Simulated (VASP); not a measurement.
# Ta, surface energy: which settings are enough?

Ta, slab, 8 atoms in the cell. RPBE; PAW potentials Ta_pv (PBE set). VASP 6.6.1.

Wanted: surface energy, atoms not relaxed within 0.02 J/m²; face levels within 0.04 eV.

Crystal: Ta, Im-3m; Face: (1 0 0); Starting cell: bulk cell relaxed first with the same functional.

Face levels: vacuum level at each face, counted from the Fermi level.

The series start from vacuum (Å): 12; k spacing (1/Å): 0.25; Smearing SIGMA (eV): 0.1; Cutoff ENCUT (eV): 290; SCF threshold EDIFF (eV): 1e-6; PREC: Accurate; LREAL: .FALSE.; ALGO: Normal; atomic planes: 5. Each series keeps the choices made before it, and each single choice may use up half of a tolerance. Times cover all steps of a run.

## Vacuum (Å)

| Vacuum (Å) | Surface energy, atoms not relaxed (J/m²) | Face levels, largest deviation (eV) | Time (s) |
|---|---|---|---|
| 5 | 2.498 | 0.278 | 6.1 |
| 7 | 2.585 | 0.047 | 7.3 |
| 9 | 2.594 | 0.034 | 8.2 |
| 12 | 2.596 | 0.021 | 10 |
| 15 | 2.596 | 0.035 | 9.7 |
| 20 (reference) | 2.596 | 0.000 | 13 |

Chosen: 20; the next looser run is off by more than half of the tolerance, so convergence isn't shown beyond this value.

## k spacing (1/Å)

| k spacing (1/Å) | Surface energy, atoms not relaxed (J/m²) | Face levels, largest deviation (eV) | Time (s) |
|---|---|---|---|
| 0.6 | 2.665 | 0.018 | 6.8 |
| 0.45 | 2.542 | 0.009 | 9.9 |
| 0.35 | 2.528 | 0.032 | 13 |
| 0.25 | 2.596 | 0.018 | 13 |
| 0.2 | 2.579 | 0.033 | 18 |
| 0.15 | 2.577 | 0.013 | 25 |
| 0.12 (reference) | 2.577 | 0.000 | 29 |

Chosen: 0.15, the loosest value from which every tighter one stays within half of the tolerance.

## Smearing SIGMA (eV)

| Smearing SIGMA (eV) | Surface energy, atoms not relaxed (J/m²) | Face levels, largest deviation (eV) | Time (s) |
|---|---|---|---|
| 0.4 | 2.580 | 0.064 | 28 |
| 0.3 | 2.578 | 0.051 | 28 |
| 0.2 | 2.577 | 0.036 | 26 |
| 0.1 | 2.577 | 0.010 | 25 |
| 0.05 (reference) | 2.578 | 0.000 | 23 |

Chosen: 0.1.

## Cutoff ENCUT (eV)

| Cutoff ENCUT (eV) | Surface energy, atoms not relaxed (J/m²) | Face levels, largest deviation (eV) | Time (s) |
|---|---|---|---|
| 180 | 2.587 | 0.018 | 12 |
| 220 | 2.577 | 0.001 | 15 |
| 260 | 2.576 | 0.001 | 22 |
| 290 | 2.577 | 0.002 | 25 |
| 340 | 2.580 | 0.000 | 27 |
| 400 (reference) | 2.581 | 0.000 | 38 |

Chosen: 180.

## SCF threshold EDIFF (eV)

| SCF threshold EDIFF (eV) | Surface energy, atoms not relaxed (J/m²) | Face levels, largest deviation (eV) | Time (s) |
|---|---|---|---|
| 0.001 | 2.586 | 0.049 | 10 |
| 0.0001 | 2.587 | 0.048 | 10 |
| 1e-5 | 2.587 | 0.001 | 12 |
| 1e-6 | 2.587 | 0.000 | 12 |
| 1e-7 (reference) | 2.587 | 0.000 | 13 |

Chosen: 1e-5.

## PREC

| PREC | Surface energy, atoms not relaxed (J/m²) | Face levels, largest deviation (eV) | Time (s) |
|---|---|---|---|
| Accurate | 2.587 | 0.000 | 12 |
| Normal | 2.586 | 0.049 | 8.8 |

Chosen: Accurate; no other choice that stays within half of the tolerance saves 30 % of the time.

## LREAL

| LREAL | Surface energy, atoms not relaxed (J/m²) | Face levels, largest deviation (eV) | Time (s) |
|---|---|---|---|
| .FALSE. | 2.587 | 0.000 | 12 |
| Auto | 0.015 | 0.000 | 23 |

Chosen: .FALSE..

## ALGO

| ALGO | Surface energy, atoms not relaxed (J/m²) | Face levels, largest deviation (eV) | Time (s) |
|---|---|---|---|
| Normal | 2.587 | 0.000 | 12 |
| Fast | 2.587 | 0.013 | 15 |
| All | 2.587 | 0.003 | 22 |

Chosen: Normal.

## Atomic planes

| Atomic planes | Surface energy, atoms not relaxed (J/m²) | Face levels, largest deviation (eV) | Time (s) |
|---|---|---|---|
| 3 | 2.705 | 0.286 | 8.6 |
| 5 | 2.587 | 0.071 | 12 |
| 7 | 2.568 | 0.016 | 15 |
| 8 | 2.557 | 0.005 | 23 |
| 10 | 2.563 | 0.001 | 29 |
| 13 (reference) | 2.554 | 0.000 | 55 |

Chosen: 8.

## All choices together

| Input | Surface energy, atoms not relaxed (J/m²) | Face levels, largest deviation (eV) | Time (s) |
|---|---|---|---|
| program defaults, thin vacuum, coarse mesh (naive) | 2.659 | 0.153 | 2.0 |
| chosen settings | 2.557 | 0.001 | 23 |
| reference settings throughout | 2.551 | 0.000 | 339 |

The chosen settings stay within the tolerance of the reference run, but the reference itself isn't shown to be converged in: vacuum (Å).

Values of the reference run: Face levels: 3.951, 3.951 eV.

## The input

INCAR.step1:
```
SYSTEM = Ta
PREC = Accurate
ENCUT = 180
EDIFF = 1E-5
ISMEAR = 1
SIGMA = 0.1
LREAL = .False.
LASPH = .True.
ALGO = Normal
NELM = 120
LWAVE = .False.
LCHARG = .False.
GGA = RP
KPAR = 8
```

INCAR.step2, as INCAR.step1 but for:
```
+ LVHAR = .True.
+ LVACPOTAV = .True.
+ LDIPOL = .True.
+ IDIPOL = 3
+ DIPOL = 0.5 0.5 0.5
```

KPOINTS.step1:
```
Automatic mesh
0
Gamma
  13 13 32
  0 0 0
```

KPOINTS.step2:
```
Automatic mesh
0
Gamma
  13 13 1
  0 0 0
```

POSCAR.step1:
```
Ta
1.0
    3.3382086797      0.0000000000      0.0000000000
    0.0000000000      3.3382086797      0.0000000000
    1.6691043399      1.6691043399      1.6691043399
Ta
1
Direct
    0.0000000000      0.0000000000      0.0000000000
```

POSCAR.step2:
```
Ta
1.0
    3.3382086797      0.0000000000      0.0000000000
    0.0000000000      3.3382086797      0.0000000000
    0.0000000000      0.0000000000     31.6837303809
Ta
8
Direct
    0.2500000000      0.2500000000      0.3156194009
    0.7500000000      0.7500000000      0.3682995721
    0.2500000000      0.2500000000      0.4209797432
    0.7500000000      0.7500000000      0.4736599144
    0.2500000000      0.2500000000      0.5263400856
    0.7500000000      0.7500000000      0.5790202568
    0.2500000000      0.2500000000      0.6317004279
    0.7500000000      0.7500000000      0.6843805991
```

Commands (each step's output is kept before the next begins):
```
cat potpaw_PBE.64/Ta_pv/POTCAR > POTCAR
cp INCAR.step1 INCAR
cp KPOINTS.step1 KPOINTS
cp POSCAR.step1 POSCAR
mpirun -np 8 vasp_std > vasp.out
rm WAVECAR CHG
cp INCAR.step2 INCAR
cp KPOINTS.step2 KPOINTS
cp POSCAR.step2 POSCAR
mpirun -np 8 vasp_std > vasp.out
```

Limits: The atoms keep their starting positions, so the number serves for convergence, not as the relaxed result.

The chosen input took VASP 6.6.1 23 s on 8 cores (Intel Xeon 6975P-C (Granite Rapids)), a shared host.

## An input that fails: vacuum far too thin

It runs to its end, but against the unchanged starting input it is off by 1.554 J/m² in the surface energy, atoms not relaxed, 5.859 eV in the face levels.

Vacuum (Å): 12 becomes 2.

Changes against the starting input:
```
(POSCAR.step2)
-    0.0000000000      0.0000000000     18.6764173596
+    0.0000000000      0.0000000000      8.6764173596
-    0.2500000000      0.2500000000      0.3212607581
-    0.7500000000      0.7500000000      0.4106303791
+    0.2500000000      0.2500000000      0.1152549444
+    0.7500000000      0.7500000000      0.3076274722
-    0.7500000000      0.7500000000      0.5893696209
-    0.2500000000      0.2500000000      0.6787392419
+    0.7500000000      0.7500000000      0.6923725278
+    0.2500000000      0.2500000000      0.8847450556
```
